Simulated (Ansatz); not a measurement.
## Residual resistivity of an alloy: Os(0001) with 2 layers of random Os-Pd, 2x2

Aim: the residual resistivity of a random alloy, from Os(0001) with 2 layers of random Os-Pd, 2x2 and longer regions.

Method: Ansatz plane-wave DFT, PBE, PAW files; ballistic transport by layer matching (Landauer), zero bias; PAW set soft_1, in Ansatz 0.2.0.

Report form: the programs' logs are mostly left out.

## 1. The structure

The cell holds 48 atoms: 42 Os and 6 Pd. Cell: a = 5.468 Å, b = 5.468 Å, c = 25.918 Å, α = 90.0°, β = 90.0°, γ = 120.0°. It derives from Os. Regions: lead, 40 atoms (40 Os); scattering region, 8 atoms (6 Pd and 2 Os). The structure is stacked along c, and the current runs across the ab planes.

## 2. With 2 alloy layers

In 2 layers a share of 0.75 of the sites is given to Pd at random. The layers about the cell's end stay perfect and serve as the lead. Energies from -0.05 to 0.05 eV in steps of 0.05 eV are too few for the program's thermal sum, so it prints no conductance; for a metal the transmission near the Fermi level serves, at a fraction of the cost.

input.yaml reads:

```yaml
crystal:
  lattice:
    - [5.4682, 0.0, 0.0]
    - [-2.7341, 4.735600113, 0.0]
    - [0.0, 0.0, 25.9182]
  atoms:
    - { symbol: Os, position: [0.1666666667, 0.3333333333, 0.0416666667] }
    - { symbol: Os, position: [0.1666666667, 0.8333333333, 0.0416666667] }
    - { symbol: Os, position: [0.6666666667, 0.3333333333, 0.0416666667] }
    - { symbol: Os, position: [0.6666666667, 0.8333333333, 0.0416666667] }
    - { symbol: Os, position: [0.3333333333, 0.1666666667, 0.125] }
    - { symbol: Os, position: [0.3333333333, 0.6666666667, 0.125] }
    - { symbol: Os, position: [0.8333333333, 0.1666666667, 0.125] }
    - { symbol: Os, position: [0.8333333333, 0.6666666667, 0.125] }
[... 36 atom lines left out ...]
    - { symbol: Os, position: [0.3333333333, 0.1666666667, 0.9583333333] }
    - { symbol: Os, position: [0.3333333333, 0.6666666667, 0.9583333333] }
    - { symbol: Os, position: [0.8333333333, 0.1666666667, 0.9583333333] }
    - { symbol: Os, position: [0.8333333333, 0.6666666667, 0.9583333333] }
kpoints:
  mp_grid: { grid: [5, 5, 1] }
hamiltonian:
  xc: pbe
  pseudopotentials: { kind: paw, azcp: { folder: soft_1 } }
scf:
  occupations: { method: fermi_dirac, width: 0.1 }
output:
  transmission:
    leads: [[0, 8]]
    kmesh: [10, 10]
    e_range: [-0.05, 0.05]
    de: 0.05
  write_potential: true
  write_density: true
  volumetric_format: npy
```

Command:

```sh
$ ansatz run input.yaml --threads 4 --pin off --max-ram 15360MiB --backend cpu --events-out ev --progress --plain --runs-dir out
```

Run time: 5.4 min. Hardware: 4 threads of Arm Neoverse V1, shared host; peak memory 5.9 GiB; 20 min of CPU time.

Numbers from this step:

```
free energy                                    : -520043.0206 eV
energy at zero smearing                        : -520042.4512 eV
Fermi energy                                   : 25.50 eV
cell area                                      : 25.90 Å²
transmission per spin nearest the Fermi level  : 2.231
open channels per spin nearest the Fermi level : 4.55
step of the lead's potential                   : 33.7 meV
```

Per spin. Table of transmission, zone mean by energy, zero at the Fermi level:

```tsv
energy (eV)	transmission, zone mean
-0.0500	2.32
0.0000	2.23
0.0500	2.22
```

Per spin. Table of open channels, zone mean, lead by energy, zero at the Fermi level:

```tsv
energy (eV)	open channels, zone mean, lead
-0.0500	4.74
0.0000	4.55
0.0500	4.51
```

Transmission over k1 and k2. At 0.0000 eV from the Fermi level.

Ten even steps from '_' (0.48) to '@' (5.25):
```
--==----======....__
..==--==::--==::..__
..------++--::--::__
--==----####++==--==
++==----##@@##----==
--==--==++####----==
..__::--::--++------
..__..::==--::==--==
--__....======----==
++==::::==++==::::==
```
Columns: k1 (b1) from -0.5 to 0.4; rows upwards: k2 (b2) from -0.5 to 0.4.

Open channels over k1 and k2. At 0.0000 eV from the Fermi level.

Ten even steps from '_' (2.0) to '@' (11.0):
```
::----------::..__..
..------------..____
..--------------....
::------++++------::
==------++@@++------
::::------++++------
......--------------
..____..------------
::..__..::----------
==::....::==::....::
```
Columns: k1 (b1) from -0.5 to 0.4; rows upwards: k2 (b2) from -0.5 to 0.4.

Over the solved energies the transmission per spin lies between 2.22 and 2.32, out of 4.6 channels of the lead on average (up to 4.74). The log calls the step of a lead's potential too much.

## 3. With 6 alloy layers

In 6 layers a share of 0.75 of the sites is given to Pd at random. A fresh draw is used; the growth of the resistance with length is what counts.

System of this step: Os(0001) with 6 layers of random Os-Pd, 2x2. The cell holds 64 atoms: 46 Os and 18 Pd. Cell: a = 5.468 Å, b = 5.468 Å, c = 34.558 Å, α = 90.0°, β = 90.0°, γ = 120.0°. It derives from Os. Regions: lead, 40 atoms (40 Os); scattering region, 24 atoms (6 Os and 18 Pd). The structure is stacked along c, and the current runs across the ab planes.

input.yaml reads:

```yaml
crystal:
  lattice:
    - [5.4682, 0.0, 0.0]
    - [-2.7341, 4.735600113, 0.0]
    - [0.0, 0.0, 34.5576]
  atoms:
    - { symbol: Os, position: [0.1666666667, 0.3333333333, 0.03125] }
    - { symbol: Os, position: [0.1666666667, 0.8333333333, 0.03125] }
    - { symbol: Os, position: [0.6666666667, 0.3333333333, 0.03125] }
    - { symbol: Os, position: [0.6666666667, 0.8333333333, 0.03125] }
    - { symbol: Os, position: [0.3333333333, 0.1666666667, 0.09375] }
    - { symbol: Os, position: [0.3333333333, 0.6666666667, 0.09375] }
    - { symbol: Os, position: [0.8333333333, 0.1666666667, 0.09375] }
    - { symbol: Os, position: [0.8333333333, 0.6666666667, 0.09375] }
[... 52 atom lines left out ...]
    - { symbol: Os, position: [0.3333333333, 0.1666666667, 0.96875] }
    - { symbol: Os, position: [0.3333333333, 0.6666666667, 0.96875] }
    - { symbol: Os, position: [0.8333333333, 0.1666666667, 0.96875] }
    - { symbol: Os, position: [0.8333333333, 0.6666666667, 0.96875] }
kpoints:
  mp_grid: { grid: [5, 5, 1] }
hamiltonian:
  xc: pbe
  pseudopotentials: { kind: paw, azcp: { folder: soft_1 } }
scf:
  occupations: { method: fermi_dirac, width: 0.1 }
output:
  transmission:
    leads: [[0, 8]]
    kmesh: [10, 10]
    e_range: [-0.05, 0.05]
    de: 0.05
  write_potential: true
  write_density: true
  volumetric_format: npy
```

It took 21 min on 4 threads; peak memory 7.9 GiB; 78 min of CPU time.

This step gave:

- free energy: -649257.4468 eV
- energy at zero smearing: -649256.5524 eV
- Fermi energy: 24.79 eV
- transmission per spin nearest the Fermi level: 1.192
- open channels per spin nearest the Fermi level: 4.43
- step of the lead's potential: 13.3 meV

Per spin. Transmission, zone mean against energy, zero at the Fermi level:

```tsv
energy (eV)	transmission, zone mean
-0.0500	1.21
0.0000	1.19
0.0500	1.23
```

Over the solved energies the transmission per spin lies between 1.19 and 1.23, out of 4.49 channels of the lead on average (up to 4.55).

## 4. With 10 alloy layers

In 10 layers a share of 0.75 of the sites is given to Pd at random. A fresh draw is used; the growth of the resistance with length is what counts.

System of this step: Os(0001) with 10 layers of random Os-Pd, 2x2. The cell holds 80 atoms: 50 Os and 30 Pd. Its edges and angles: a = 5.468 Å, b = 5.468 Å, c = 43.197 Å, α = 90.0°, β = 90.0°, γ = 120.0°. It derives from Os. Regions: lead, 40 atoms (40 Os); scattering region, 40 atoms (30 Pd and 10 Os). The structure is stacked along c, and the current runs across the ab planes.

input.yaml reads:

```yaml
crystal:
  lattice:
    - [5.4682, 0.0, 0.0]
    - [-2.7341, 4.735600113, 0.0]
    - [0.0, 0.0, 43.197]
  atoms:
    - { symbol: Os, position: [0.1666666667, 0.3333333333, 0.025] }
    - { symbol: Os, position: [0.1666666667, 0.8333333333, 0.025] }
    - { symbol: Os, position: [0.6666666667, 0.3333333333, 0.025] }
    - { symbol: Os, position: [0.6666666667, 0.8333333333, 0.025] }
    - { symbol: Os, position: [0.3333333333, 0.1666666667, 0.075] }
    - { symbol: Os, position: [0.3333333333, 0.6666666667, 0.075] }
    - { symbol: Os, position: [0.8333333333, 0.1666666667, 0.075] }
    - { symbol: Os, position: [0.8333333333, 0.6666666667, 0.075] }
[... 68 atom lines left out ...]
    - { symbol: Os, position: [0.3333333333, 0.1666666667, 0.975] }
    - { symbol: Os, position: [0.3333333333, 0.6666666667, 0.975] }
    - { symbol: Os, position: [0.8333333333, 0.1666666667, 0.975] }
    - { symbol: Os, position: [0.8333333333, 0.6666666667, 0.975] }
kpoints:
  mp_grid: { grid: [5, 5, 1] }
hamiltonian:
  xc: pbe
  pseudopotentials: { kind: paw, azcp: { folder: soft_1 } }
scf:
  occupations: { method: fermi_dirac, width: 0.1 }
output:
  transmission:
    leads: [[0, 8]]
    kmesh: [10, 10]
    e_range: [-0.05, 0.05]
    de: 0.05
  write_potential: true
  write_density: true
  volumetric_format: npy
```

It took 34 min on 4 threads; peak memory 9.1 GiB.

Numbers from this step:

```yaml
free_energy: -778473.3781 eV
energy_at_zero_smearing: -778472.2094 eV
fermi_energy: 24.34 eV
transmission_per_spin_nearest_the_fermi_level: 0.9485
open_channels_per_spin_nearest_the_fermi_level: 4.55
step_of_the_lead_s_potential: 33.1 meV
```

Per spin. Table of transmission, zone mean by energy, zero at the Fermi level:

```tsv
energy (eV)	transmission, zone mean
-0.0500	0.977
0.0000	0.948
0.0500	0.894
```

Over the solved energies the transmission per spin lies between 0.894 and 0.977, out of 4.53 channels of the lead on average (up to 4.55). The log calls the step of a lead's potential too much.

## 5. The fit

This step: Ansatz plane-wave DFT, PBE, PAW files; ballistic transport by layer matching (Landauer), zero bias; residual resistivity from the slope of the area resistance, atoms on the host's lattice; PAW set soft_1 (Ansatz 0.2.0).

Numbers from this step:

* resistivity: 119.5 µΩ cm
* intercept: 0.3152 fΩ m²
* scatter about the fit: 0.1094 fΩ m²

Resistance, by row:

```tsv
run	length (Å)	T	channels N	RA (fΩ m²)
n2	4.32	2.257	4.6	0.7542
n6	12.96	1.21	4.493	2.019
n10	21.6	0.9396	4.533	2.82
```

Area resistance against length of the alloy:

```tsv
length of the alloy (Å)	area resistance (fΩ m²)
4.32	0.754
12.96	2.02
21.60	2.82
```

The area resistance goes from 0.75 to 2.8 fΩ m² between 4.3 and 21.6 Å, a slope of 120 µΩ cm.

By hand from the end points: (2.820 − 0.7542) fΩ m² / (21.60 − 4.32) Å = 120 µΩ cm, since 1 fΩ m² per Å is 1000 µΩ cm.

## 6. Outcome

| Quantity | Value |
| --- | --- |
| resistivity from the slope | 120 µΩ cm |
| area resistance over 4.32 Å | 0.754 fΩ m² |
| area resistance over 13.0 Å | 2.02 fΩ m² |
| area resistance over 21.6 Å | 2.82 fΩ m² |

In words: The slope gives 120 µΩ cm. The points scatter by 0.11 fΩ m² about the line, with one random draw a length in a 2x2 cell, so the slope is a rough value. The lead's own channel count moves between the runs (4.6, 4.49 and 4.53), which shifts RA and the slope too. Read with a model of isotropic scattering on a spherical Fermi surface and the lead's 1.4×10¹⁵ S/m², this slope means a mean free path near 4.6 Å (a rough figure, since the alloy's own channel count differs); over these lengths the model's slope is within 3 % of its bulk resistivity, though a free path of a few ångströms strains the picture. The atoms sit on the host's lattice, so scattering by size misfit is left out. With 75 % of Pd, whose own structure is another, this is a hypothetical phase. Spin-orbit coupling is left out, which matters for Os. A lead's potential steps by up to 34 meV from period to period, which the log calls too much, so longer leads could move the result.

[Logs are printed without paths, hosts, clocks, repeated set-up lines and the standing remarks that a program may print on its own settings, such as how far it seeks lower states.]

[Hosts, paths, dates, database ids (printed as entryN), source tags and the programs' standing remarks are cut or masked in the printed files.]
